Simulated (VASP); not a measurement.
HfSiO4 (Hafnon):

```
Hf Si O
1.0
    -3.28625    3.28625    2.98160
     3.28625   -3.28625    2.98160
     3.28625    3.28625   -2.98160
Hf Si O
2 2 8
Direct
  0.75000 0.25000 0.50000
  0.00000 0.00000 0.00000
  0.25000 0.75000 0.50000
  0.50000 0.50000 0.00000
  0.13530 0.31980 0.81550
  0.06980 0.75430 0.68450
  0.50430 0.31980 0.18450
  0.06980 0.38530 0.31550
  0.61470 0.93020 0.68450
  0.68020 0.86470 0.18450
  0.24570 0.93020 0.31550
  0.68020 0.49570 0.81550
```

```yaml
Program: VASP 6.6.1
Task: relaxation of cell and atoms
Functional: LDA
Potentials_or_basis: VASP PAW LDA potentials, release 64 (Hf_pv, Si, O)
Cutoff: 600 eV
k_mesh: 6 × 6 × 6
Occupations: gaussian, width 0.03 eV
Spin: no spin polarisation
```

At the start: pressure -6.2 GPa; volume 10.73 Å³/atom.

**Question.** Where does the relaxation end?

**Answer.** Over 9 steps the energy falls by 8.7 meV/atom and the volume is 10.43 Å³/atom (-2.9 %); space group I4_1/amd (No. 141, to 0.05 Å).

The path:
| step | energy change (eV) | largest force (eV/Å) | pressure (GPa) | volume (Å³) |
| --- | --- | --- | --- | --- |
| 1 | 0.0000 | 0.5351 | -6.15 | 128.80 |
| 2 | 0.0114 | 0.4446 | 8.13 | 121.27 |
| 3 | -0.1026 | 0.1010 | 0.37 | 125.03 |
| 4 | -0.1026 | 0.0926 | 0.49 | 124.96 |
| 5 | -0.1020 | 0.1802 | -0.58 | 125.30 |
| 6 | -0.1039 | 0.0504 | 0.01 | 125.11 |
| 7 | -0.1045 | 0.0136 | -0.08 | 125.18 |
| 8 | -0.1045 | 0.0130 | -0.08 | 125.18 |
| 9 | -0.1045 | 0.0056 | 0.07 | 125.11 |

Final structure:
```yaml
crystal:
  lattice:
    - [-3.25143, 3.25143, 2.95855]
    - [3.25143, -3.25143, 2.95855]
    - [3.25143, 3.25143, -2.95855]
  atoms:
    - { symbol: Hf, position: [0.75000, 0.25000, 0.50000] }
    - { symbol: Hf, position: [0.00000, 0.00000, 0.00000] }
    - { symbol: Si, position: [0.25000, 0.75000, 0.50000] }
    - { symbol: Si, position: [0.50000, 0.50000, 0.00000] }
    - { symbol: O, position: [0.13202, 0.31757, 0.81444] }
    - { symbol: O, position: [0.06757, 0.75313, 0.68556] }
    - { symbol: O, position: [0.50313, 0.31757, 0.18556] }
    - { symbol: O, position: [0.06757, 0.38202, 0.31444] }
    - { symbol: O, position: [0.61798, 0.93243, 0.68556] }
    - { symbol: O, position: [0.68243, 0.86798, 0.18556] }
    - { symbol: O, position: [0.24687, 0.93243, 0.31444] }
    - { symbol: O, position: [0.68243, 0.49687, 0.81444] }
```
